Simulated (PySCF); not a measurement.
Labels have come off several samples. The candidates:

A. `C#C/C=C(/C)C=C`
B. SMILES p1cc(CC)c(C)cc1
C. `C1=C[C@H]2C=C[C@@H]1C2`

Spectrum 1. ¹H NMR (400 MHz, computed): δ 7.21 (m, 4H), 3.47 (m, 2H), 2.19 (m, 2H). ¹³C{¹H} NMR (computed): δ 154.0 (CH), 82.0 (CH2), 53.6 (CH).

Spectrum 2. ¹H NMR (400 MHz, computed): δ 7.62 (m, 1H), 5.68 (d, 1H), 5.64 (m, 1H), 5.59 (m, 1H), 3.08 (d, 1H), 1.98 (s, 3H). ¹³C{¹H} NMR (computed): δ 156.8 (C), 143.7 (CH), 123.2 (CH2), 115.8 (CH), 94.7 (CH), 85.3 (C), 21.3 (CH3).

Spectrum 3. ¹H NMR (400 MHz, computed): δ 8.98 (m, 1H), 8.97 (m, 1H), 8.05 (m, 1H), 2.80 (q, 2H), 2.61 (s, 3H), 1.23 (t, 3H). ¹³C{¹H} NMR (computed): δ 165.2 (CH), 163.1 (CH), 154.1 (C), 141.8 (CH), 141.2 (C), 34.6 (CH2), 25.0 (CH3), 19.2 (CH3).

- GFN2-xTB structure
- GIAO PBE0/pcSseg-1 shieldings
- run in PySCF 2.14
- non-relativistic Hamiltonian, equivalent nuclei averaged, no solvent, one computed conformer

Chemical shifts δ = σref − σ; TMS for ¹H and ¹³C, all at this level. Splittings of carbon signals by F and P are missing where no couplings were computed. Where no couplings were computed, multiplicities follow the n + 1 count of equivalent neighbours, and m marks all less simple cases (inequivalent or close neighbours, rings, F or P nearby). Shifts are as computed. Against solution values, carbons near 30 ppm lie about +3 ppm off and those near 130 ppm about +5 ppm. Of 1211 compounds with measured shifts, 218 miss one by over three times the rms of a fit or turn the order of signals round; such compounds aren't used in these exercises.

Task: Which spectrum belongs to which compound?

Result: 1–C, 2–A, 3–B.

- Spectrum 1 (C): 3 ¹³C signals; δC 154.0 is an alkene CH; δC 53.6 is an allylic sp3 CH.
- Spectrum 2 (A): 7 ¹³C signals; δC 156.8 is a fully substituted alkene carbon; δC 143.7 is an alkene CH.
- Spectrum 3 (B): 8 ¹³C signals; δC 34.6 is an sp3 CH2 on an aromatic ring; δC 25.0 is a methyl carbon on an aromatic ring.
